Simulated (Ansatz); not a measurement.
SnO:

```
CELL_PARAMETERS angstrom
3.81370 0.00000 0.00000
0.00000 3.81370 0.00000
0.00000 0.00000 4.88691
ATOMIC_POSITIONS crystal
Sn 0.50000 0.00000 0.76463
Sn 0.00000 0.50000 0.23537
O 0.00000 0.00000 0.00000
O 0.50000 0.50000 0.00000
```

The cell is a database's computed one.

Base run:

* Program: Ansatz 0.2.0
* Functional: PBE
* Potentials or basis: Ansatz PAW
* Cutoff: 420 eV (not typed: the program's choice for these potentials)
* k mesh: 7 × 7 × 6
* Occupations: fermi-dirac, width 0.05 eV
* Spin: no spin polarisation

Its results: band gap on the k mesh 0.37 eV, indirect (least direct gap 2.07 eV); pressure 3.6 GPa; largest force 0.371 eV/Å.

Problem. After a change of settings the same cell gave: band gap on the k mesh 0.35 eV, indirect (least direct gap 1.99 eV); pressure -0.5 GPa; largest force 0.074 eV/Å. Which change was it?
A. functional from PBE to LDA
B. functional from PBE to PBEsol
C. occupations from fermi-dirac, width 0.05 eV to gaussian, width 0.011 eV

Solution. B.

PBEsol binds more tightly than PBE, so the same cell stands under less pressure.

Caveats: the k mesh misses the band edges, so the gap on the mesh is wider than the one along the path; spin-orbit coupling is left out, which moves the levels of the heavy elements; the PAW data sets come from PBE, with cores solved anew for the run's functional, which leaves a small shift of forces and pressure (some runs).
